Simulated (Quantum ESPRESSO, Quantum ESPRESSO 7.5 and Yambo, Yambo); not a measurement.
# Excitons of BAs (F-43m): kernels and approximations

Wanted: excitons and ε₂ of BAs (F-43m), with cost.

Program: Quantum ESPRESSO 7.5 and Yambo 5.3.0. Level of theory: PBE and many-body steps on it, plane waves. Results are calculated unless marked as measured.

**1. Starting point**

The structure is cubic, space group F-43m (No. 216). The conventional cell has a = 4.777 Å, b = 4.777 Å, c = 4.777 Å, α = 90.00°, β = 90.00°, γ = 90.00°. Nearest to B lie 4 As at 2.07 Å. Nearest to As lie 4 B at 2.07 Å. Farther neighbours are not listed.

As a file:

```cif
data_structure
_symmetry_space_group_name_H-M 'F-43m'
_symmetry_Int_Tables_number 216
_cell_length_a 4.7770
_cell_length_b 4.7770
_cell_length_c 4.7770
_cell_angle_alpha 90.000
_cell_angle_beta 90.000
_cell_angle_gamma 90.000
_cell_volume 109.01
loop_
_atom_site_label
_atom_site_type_symbol
_atom_site_symmetry_multiplicity
_atom_site_Wyckoff_symbol
_atom_site_fract_x
_atom_site_fract_y
_atom_site_fract_z
_atom_site_occupancy
B1 B 4 a 0.00000 0.00000 0.00000 1
As1 As 4 d 0.25000 0.25000 0.75000 1
```

The cell and positions come from the Crystallography Open Database and are kept as given unless a step says otherwise.

**2. Empty states on the mesh, 6×6×6 mesh, 70 bands**

This step: Quantum ESPRESSO 7.5; DFT, PBE, plane waves, norm-conserving pseudopotentials.

The sums over transitions need many empty states on a uniform mesh; this step solves for them.

pw.in

```
&control
  calculation = 'nscf'
  prefix = 'x'
  outdir = 'o'
  pseudo_dir = 'pseudo'
/
&system
  ibrav = 0
  nat = 2
  ntyp = 2
  ecutwfc = 76.0
  nbnd = 70
  force_symmorphic = .true.
/
&electrons
  conv_thr = 1e-9
  electron_maxstep = 80
  diago_full_acc = .true.
  diago_thr_init = 5e-6
/
ATOMIC_SPECIES
  B 10.81 B.upf
  As 74.922 As.upf
CELL_PARAMETERS angstrom
  -0.0000000000 2.3885000000 2.3885000000
  2.3885000000 -0.0000000000 2.3885000000
  2.3885000000 2.3885000000 -0.0000000000
ATOMIC_POSITIONS crystal
  B 0.0000000000 0.0000000000 0.0000000000
  As 0.2500000000 0.2500000000 0.2500000000
K_POINTS automatic
  6 6 6 0 0 0
```

Started as:

```console
$ OMP_NUM_THREADS=1 mpirun -n 4 pw.x -nk 4 -in pw.in > pw.out
```

The program printed:

```text
Program PWSCF v.7.5 starts

     This program is part of the open-source Quantum ESPRESSO suite
     for quantum simulation of materials; please cite
         "P. Giannozzi et al., J. Phys.:Condens. Matter 21 395502 (2009);
         "P. Giannozzi et al., J. Phys.:Condens. Matter 29 465901 (2017);
         "P. Giannozzi et al., J. Chem. Phys. 152 154105 (2020);
     in publications or presentations arising from this work. More details at

     Atomic positions and unit cell read from directory:
     o/x.save/

     Message from routine setup:
[...]
k = 0.2357 0.2357-0.2357 (  2030 PWs)   bands (ev):

[...]
76.4151  76.4151  78.0566  80.1541  80.1541  82.5165  83.7931  83.7931
    85.5414  86.7778  86.7778  87.4386  88.8971  90.1117  90.1117  90.6022
    90.6022  93.3101  93.3101  93.3146  97.0537  97.0538

          k =-0.3536-0.3536 0.3536 (  2060 PWs)   bands (ev):

     [... further k-points ...]

     highest occupied, lowest unoccupied level (ev):    11.3431   12.6372

     XML data file, pseudopotentials, collected wavefunctions

=------------------------------------------------------------------------------=
   JOB DONE.
=------------------------------------------------------------------------------=
```

It took 4.5 s on 4 MPI ranks of Arm Neoverse V1, shared host; peak memory 0.23 GiB.

This step gave:

```yaml
gap: 1.294 eV
k_of_the_valence_top: 0, 0, 0
k_of_the_conduction_bottom: 0, 0.3333, 0.3333
least_direct_gap: 3.292 eV
k_points_computed: 16
lowest_point_of_the_top_converged_band_above_the_valence_top: 85.7106 eV
```

On this mesh the gap is 1.294 eV.

The density comes from a self-consistent run that is not shown.

**3. Conversion and set-up**

This step: Yambo 5.3.0; conversion and set-up on PBE, plane waves, norm-conserving pseudopotentials.

The states are converted to the many-body program's format and the q mesh is built.

Started as:

```console
$ (cd o/x.save; p2y > p2y.log; mv SAVE ../..); yambo > setup.log
```

The program printed:

```text
 Yambo, version 5.3.0

 [02] CORE Variables Setup
 =========================

  [02.01] Unit cells
  ==================

  Cell kind             :  FCC
  Atoms in the cell     :  B  As
  number of B  atoms    :  1
  number of As atoms    :  1

  List of atomic masses
  Mass of B     :  10.81000
  Mass of As    :  74.92200

  List of atomic coordinates    : [cc]
  B1       :  0.000000  0.000000  0.000000  order 1
  As1       :  2.256805  2.256805  2.256805  order 2

  Alat factors          :  4.513611  4.513611  4.513611 [a.u.]
  Direct lattice volume :  183.9087 [a.u.]
[...]
Q [ 1]         [rlu]:  0.000000  0.000000  0.000000
 Q [ 2]         [rlu]: -0.44040E-17 -0.44040E-17  0.16667
 Q [ 3]         [rlu]: -0.88081E-17 -0.88081E-17  0.33333
[...]
Q [ 8]         [rlu]: -0.63303E-17  0.16667     -0.33333
 Q [ 9]         [rlu]:  0.28747E-16  0.16667     -0.16667
 Q [10]         [rlu]: -0.18005E-16  0.33333      0.33333
     [... 4 further rows ...]
 Q [15]         [rlu]:  0.166667  0.333333 -0.333333
 Q [16]         [rlu]:  0.166667 -0.500000 -0.333333

  [03.01] X indexes
  =================

   [03.01.01] Sigma indexes
   ========================

 [06] Game Over & Game summary
```

It took 2.4 s on 1 MPI rank; peak memory 0.24 GiB.

**4. Screening and self-energy, 6×6×6 mesh, 70 bands, screening to 129.3 eV**

G0W0 replaces the xc potential by the self-energy, built once from these orbitals. Only a window of levels is corrected, while the sums run over the empty bands that the input names.

This step: G0W0 on PBE, plane waves, norm-conserving pseudopotentials.

gw1.in

```
HF_and_locXC
gw0
dyson
ppa
em1d
rim_cut
RandQpts= 1000000
RandGvec= 1 RL
EXXRLvcs= 76 Ry
VXCRLvcs= 304 Ry
Chimod= "HARTREE"
% BndsRnXp
 1 | 70 |
%
NGsBlkXp= 9.5 Ry
% LongDrXp
 1 | 1 | 1 |
%
% GbndRnge
 1 | 70 |
%
DysSolver= "n"
ExtendOut
PPAPntXp= 27.21138 eV
% QPkrange
 1 | 16 | 7 | 13 |
%
```

Started as:

```console
$ OMP_NUM_THREADS=1 mpirun -n 4 yambo -F gw1.in -J gw1 -C gw1 > gw1.log
```

The program printed:

```text
 Yambo, version 5.3.0

 [02] CORE Variables Setup
 =========================

  [... cell, symmetries and grids as in the set-up ...]

  [02.05] Energies & Occupations
  ==============================

  [X] === General ===
  [X] Electronic Temperature                        :  0.000000  0.000000 [eV K]
  [X] Bosonic    Temperature                        :  0.000000  0.000000 [eV K]
  [X] Finite Temperature mode                       : no
  [X] El. density                                   :  0.66049E+24 [cm-3]
[...]
Sx RL components                                 :  2109

   QP @ state[ 1 ] K range                          :   1  16
   QP @ state[ 1 ] b range                          :   7  13
   GF energies kind                                 : Perdew, Burke & Ernzerhof(X)+Perdew, Burke & Ernzerhof(C)
   GF WF`s kind                                     : Perdew, Burke & Ernzerhof(X)+Perdew, Burke & Ernzerhof(C)
   Xs energies kind                                 : Perdew, Burke & Ernzerhof(X)+Perdew, Burke & Ernzerhof(C)
   Xs WF`s kind                                     : Perdew, Burke & Ernzerhof(X)+Perdew, Burke & Ernzerhof(C)

 [11] Game Over & Game summary
```

Elapsed: 7.7 min, on 4 MPI ranks; peak memory 1.5 GiB; 31 min of CPU time.

This step gave:

```yaml
g0w0_gap_on_the_mesh: 2.146 eV
starting_gap_on_the_mesh: 1.294 eV
k_of_the_valence_top: 0, 0, 0
k_of_the_conduction_bottom: 0, 0.3333, 0.3333
least_direct_g0w0_gap_on_the_computed_points: 4.087 eV
```

The gap on the mesh goes from 1.29 eV to 2.15 eV, a correction of +0.85 eV.

The gap opens by 0.852 eV; the next steps shift the empty bands rigidly by 0.795 eV, the correction at the start's least direct gap.

**5. Excitons**

Optical absorption needs the electron-hole interaction, solved here in a basis of vertical transitions on the mesh.

This step: Bethe-Salpeter equation on PBE with a scissors shift, plane waves, norm-conserving pseudopotentials.

bse3.in

```
optics
bss
bse
em1s
dipoles
rim_cut
RandQpts= 1000000
RandGvec= 1 RL
Chimod= "HARTREE"
BSKmod= "SEX"
BSEmod= "resonant"
BSSmod= "d"
BSENGexx= 30 Ry
BSENGBlk= 6 Ry
% BSEQptR
 1 | 1 |
%
% BSEBands
 7 | 13 |
%
% BEnRange
 0 | 9 | eV
%
% BDmRange
 0.1 | 0.1 | eV
%
BEnSteps= 181
% BLongDir
 1 | 0 | 0 |
%
% BndsRnXs
 1 | 37 |
%
NGsBlkXs= 6 Ry
% LongDrXs
 1 | 1 | 1 |
%
% KfnQP_E
 0.795 | 1.0 | 1.0 |
%
WRbsWF
```

Started as:

```console
$ OMP_NUM_THREADS=1 mpirun -n 4 yambo -F bse3.in -J bse3 -C bse3 > bse3.log
```

The program printed:

```text
 Yambo, version 5.3.0

 [02] CORE Variables Setup
 =========================

  [... cell, symmetries and grids as in the set-up ...]

  [02.05] Energies & Occupations
  ==============================

  [X] === General ===
  [X] Electronic Temperature                        :  0.000000  0.000000 [eV K]
  [X] Bosonic    Temperature                        :  0.000000  0.000000 [eV K]
  [X] Finite Temperature mode                       : no
  [X] El. density                                   :  0.66049E+24 [cm-3]
  [X] Fermi Level                                   :  11.34311 [eV]

  [X] === Gaps and Widths ===
  [X] Conduction Band Min                           :  1.294135 [eV]
  [X] Valence Band Max                              :  0.000000 [eV]
  [X] Filled Bands                                  :   9
  [X] Empty Bands                                   :   10   70
  [X] Direct Gap                                    :  3.292229 [eV]
  [X] Direct Gap localized at k                     :  1
  [X] Indirect Gap                                  :  1.294135 [eV]
  [X] Indirect Gap between kpts                     :   1  10
  [X] Last valence band width                       :  4.947480 [eV]
  [X] 1st conduction band width                     :  3.060953 [eV]

 [03] Transferred momenta grid and indexing
 ==========================================

 [BZ sampling] Q-grid is User defined and/or read from the database

 IBZ Q-points                                      :  16
 BZ  Q-points                                      :  216

 K/Q-points units:
 rlu = crystal or reduced units; cc = cartesian coordinates; iku = interal k-units

 Q [ 1]         [rlu]:  0.000000  0.000000  0.000000
 Q [ 2]         [rlu]: -0.44040E-17 -0.44040E-17  0.16667
 Q [ 3]         [rlu]: -0.88081E-17 -0.88081E-17  0.33333
 Q [ 4]         [rlu]: -0.63303E-17 -0.63303E-17 -0.50000
 Q [ 5]         [rlu]: -0.90023E-17  0.16667      0.16667
 Q [ 6]         [rlu]: -0.14373E-16  0.16667      0.33333
 Q [ 7]         [rlu]:  0.33135E-17  0.16667      0.50000
 Q [ 8]         [rlu]: -0.63303E-17  0.16667     -0.33333
 Q [ 9]         [rlu]:  0.28747E-16  0.16667     -0.16667
 Q [10]         [rlu]: -0.18005E-16  0.33333      0.33333
     [... 4 further rows ...]
 Q [15]         [rlu]:  0.166667  0.333333 -0.333333
 Q [16]         [rlu]:  0.166667 -0.500000 -0.333333

  [03.01] X + BSE indexes
  =======================

   [03.01.01] Sigma indexes
   ========================

 [04] Coloumb potential Random Integration (RIM)
 ===============================================

  [04.01] RIM initialization
  ==========================

  * Diagonal components only detected *

  8 x (sBL volume)        :  0.049954 [a.u.]
  sBZ random points       :  1000000
  Points outside the sBZ  :   7968281
  RL volume               :  1.348768 [a.u.]
  Integrated volume       :  1.354137 [a.u.]

  [04.02] RIM integrals
  =====================

  Gamma point sphere radius             :  0.066805 [a.u.]
  Points outside the sphere             :   800476
  [Int_sBZ(q=0) 1/q^2]*(Vol_sBZ)^(-1/3) =:  7.776341
                                 should be <:  7.795600

  Summary of Coulomb integrals for non-metallic bands |Q|[au] RIM/Bare

  Q [1] 0.100000E-4 0.997530 * Q [2] 0.200926 1.068930
  Q [5] 0.232009 1.068679 * Q [9] 0.328110 1.029814
  Q [6] 0.384743 1.023420 * Q [3] 0.401851 1.020719
  Q [10] 0.464018 1.017590 * Q [8] 0.505652 1.014476
  Q [14] 0.518788 1.014367 * Q [7] 0.568303 1.012582
  Q [11] 0.602777 1.011829 * Q [4] 0.602777 1.011206
  Q [12] 0.656220 1.010226 * Q [15] 0.686291 1.009617
  Q [13] 0.696026 1.009452 * Q [16] 0.733676 1.008801

 [WARNING] [Xs] User bands 1-37 break level degeneracy

 [05] External/Internal QP corrections
 =====================================

 [QP_apply] Action to be applied: USER defined scissor

  [05.01]  QP corrections report
  ==============================

  [K+QP] === General ===
  [K+QP] Electronic Temperature                     :  0.000000  0.000000 [eV K]
[...]
[K+QP] Filled Bands                               :   9
  [K+QP] Empty Bands                                :   10   70
  [K+QP] Direct Gap                                 :  4.087229 [eV]
  [K+QP] Direct Gap localized at k                  :  1
  [K+QP] Indirect Gap                               :  2.089135 [eV]
  [K+QP] Indirect Gap between kpts                  :   1  10
  [K+QP] Last valence band width                    :  4.947480 [eV]
  [K+QP] 1st conduction band width                  :  3.060953 [eV]

  [coarse-grid] Minimum Bare Gap        [ev]:  1.294135
  [coarse-grid] Minimum Gap Correction  [ev]:  0.795000

  Eqp @ K [ 1]
   -35.9148     -35.9148     -35.9148     -35.8953     -35.8953     -15.3971    -0.496399E-8 -0.406908E-8
    0.00000   4.08723   4.08723   4.08723   5.48264  10.40369  13.96354  13.96354
   15.27727  15.27727  15.27727  19.77007  30.59489  30.59489  30.59489  37.65075
  Eqp @ K [ 2]
  -35.91352 -35.91244 -35.91244 -35.89476 -35.89476 -14.94464  -2.95276  -0.67954
   -0.67954   4.10728   4.97468   4.97468   7.45814  11.82027  12.22618  12.22618
   14.51530  18.75795  18.75795  22.49197  27.86325  28.34714  28.34714  33.81485
  Eqp @ K [ 3]
[...]
Eqp @ K [ 4]
[...]
Eqp @ K [ 5]
[...]
Eqp @ K [ 6]
[...]
Eqp @ K [ 7]
[...]
Eqp @ K [ 8]
[...]
Eqp @ K [ 9]
[...]
-4.07248   2.24946   2.25376  12.18697  12.18697  13.68682  18.06273  18.85073
     [... 5 further rows ...]
   -4.94748   4.59592   4.80185   9.47852   9.71125  13.16817  16.50139  16.83536
   19.64043  23.67994  23.70894  24.07538  24.83371  26.06977  27.00849  30.11695

 [06] Dipoles
 ============

  [06.01] Setup: observables and procedures
  =========================================

  [WARNING] [r,Vnl^pseudo] included in position and velocity dipoles.

  [WARNING] In case H contains other non local terms, these are neglected

 [07] Static Dielectric Matrix
 =============================

 [WR./bse3//ndb.em1s]------------------------------------------------------------
  Brillouin Zone Q/K grids (IBZ/BZ)                :   16  216   16  216
  RL vectors                                       :  2733 [WF]
  Coulomb cutoff potential                         : none
  Electronic Temperature                           :  0.000000 [K]
  Bosonic    Temperature                           :  0.000000 [K]
  Static diel. fun.  energies                      : Perdew, Burke & Ernzerhof(X)+Perdew, Burke & Ernzerhof(C)
  wavefunctions                                    : Perdew, Burke & Ernzerhof(X)+Perdew, Burke & Ernzerhof(C)
  Global Gauge                                     : length
  X matrix size                                    :   65
  X band range                                     :    1   37
  X e/h energy range                               : -1.000000 -1.000000 [eV]
  X Time ordering                                  : T
  X Hxc Kernel                                     : HARTREE
  X Drude frequency                                :  0.000000  0.000000
  X poles                                          :  100.0000 [o/o]
  RL vectors in the sum                            :  2733
  [r,Vnl] included                                 : yes
  Field direction                                  :  0.577350E-5  0.577350E-5  0.577350E-5
  BZ energy Double Grid                            : no
  BZ energy DbGd points                            : 0
  BZ Q point size factor                           : -1.000000
  X Optical Averaged directions                    : none

 [08] Bethe Salpeter Equation driver
 ===================================

  [08.01] Bethe Salpeter Equation @q1
  ===================================

   [08.01.01] Transition pre-analysis @q1
   ======================================

   [08.01.02] Transition Groups build-up @q1
   =========================================

   [BSK] Transition groups (total):   32
   [BSK] Size (resonant):  2592
   [BSK]         (total):  2592
   [BSK] N. of matrices :  1

   [08.01.03] Loading Dipoles @q1
   ==============================

   [08.01.04] Independent Particles properties @q1
   ===============================================

   ==========================================================

   [BSE] Exchange components :   537
   [BSE] Correlation components :   65  283

    [08.01.05.01] Screened interaction header I/O
    =============================================

    [08.01.05.02] Main kernel loop
    ==============================

    [08.01.05.03] Wave-Function Phases
    ==================================

    [BSE] WF phases found       :  65.14137 [o/o]

   [08.01.06] BSE solver(s) @q1
   ============================

   [08.01.07] Diago Solver @q1
   ===========================

 [11] Game Over & Game summary
```

The job ended after 85 s (4 MPI ranks; peak memory 1.6 GiB; 5.6 min of CPU time).

This step gave:

| Quantity | Value |
| --- | --- |
| transitions in the window | 2592 |
| direct gap of the transition levels | 4.087 eV |
| lowest state | 3.891 eV |
| first strong exciton (over a fiftieth of the strongest listed) | 3.895 eV |
| binding of the lowest state below the direct gap | 0.1958 eV |
| Coulomb term of one mesh cell | 0.2103 eV |

The binding is 0.93 times the screened Coulomb term of one mesh cell (0.21 eV), so it is not shown settled.

The lowest state lies at 3.891 eV, 0.196 eV under the direct gap.

Lines within 3 meV are set at the lowest of them, and the highest group, which the list may cut short, is left out. Exciton lines, with heights relative to the strongest:

| position (eV) | lines merged | strength, relative |
| --- | --- | --- |
| 3.891 | 6 | 25 |
| 3.905 | 2 | 1.7 |
| 3.915 | 1 | 0.0 |
| 4.537 | 3 | 100 |
| 4.542 | 3 | 0.1 |
| 4.560 | 3 | 2.4 |
| 4.575 | 3 | 0.0 |
| 4.597 | 2 | 0.0 |

The ε₂ has structure finer than the step of the table below, so its rows give means over 0.25 eV, whole bins alone (the curve runs from 0 to 9 eV). Peaks (eV: height): BSE 3.900: 14.4, 4.550: 51.7, 4.950: 38.0, 5.350: 39.6, 5.850: 57.7; no electron-hole interaction 4.800: 27.8, 5.650: 30.8, 6.300: 74.3.

Field along x; broadening 0.1 eV; transition window only. Limits: finite bands, cutoff and mesh; exchange with frozen shells missing; no spin-orbit coupling; exciton not shown settled in the k mesh. Table of ε₂ by photon energy; means over each step:

| photon energy (eV) | BSE | no electron-hole interaction |
| --- | --- | --- |
| 0.25 | 0.103 | 0.0797 |
| 0.50 | 0.114 | 0.0875 |
| 0.75 | 0.128 | 0.0966 |
| 1.00 | 0.144 | 0.107 |
| 1.25 | 0.164 | 0.120 |
| 1.50 | 0.188 | 0.135 |
| 1.75 | 0.218 | 0.153 |
| 2.00 | 0.258 | 0.176 |
| 2.25 | 0.310 | 0.205 |
| 2.50 | 0.382 | 0.243 |
| 2.75 | 0.486 | 0.294 |
| 3.00 | 0.653 | 0.368 |
| 3.25 | 0.960 | 0.486 |
| 3.50 | 1.75 | 0.707 |
| 3.75 | 6.54 | 1.35 |
| 4.00 | 9.36 | 5.28 |
| 4.25 | 8.82 | 4.38 |
| 4.50 | 36.5 | 5.35 |
| 4.75 | 21.7 | 20.7 |
| 5.00 | 30.7 | 13.0 |
| 5.25 | 29.7 | 19.1 |
| 5.50 | 28.1 | 21.1 |
| 5.75 | 38.7 | 22.3 |
| 6.00 | 39.9 | 25.5 |
| 6.25 | 11.2 | 57.3 |
| 6.50 | 4.12 | 34.0 |
| 6.75 | 4.02 | 7.72 |
| 7.00 | 7.67 | 7.38 |
| 7.25 | 6.19 | 10.6 |
| 7.50 | 3.67 | 8.08 |
| 7.75 | 3.33 | 4.84 |
| 8.00 | 3.38 | 3.85 |
| 8.25 | 4.39 | 4.77 |
| 8.50 | 4.48 | 5.69 |
| 8.75 | 3.87 | 5.87 |

[end of part 1 of 4]

[Paths, hosts, dates, memory and timing lines, banners, echoed tables and standing remarks are left out of the program output.]

[Logs are printed without paths, hosts, clocks, repeated set-up lines and the standing remarks that a program may print on its own settings, such as how far it seeks lower states.]

[Runs of the session that timed out or met a known fault of the program may be left out.]

[Hosts, paths, dates, database ids (printed as entryN), source tags and the programs' standing remarks are cut or masked in the printed files.]
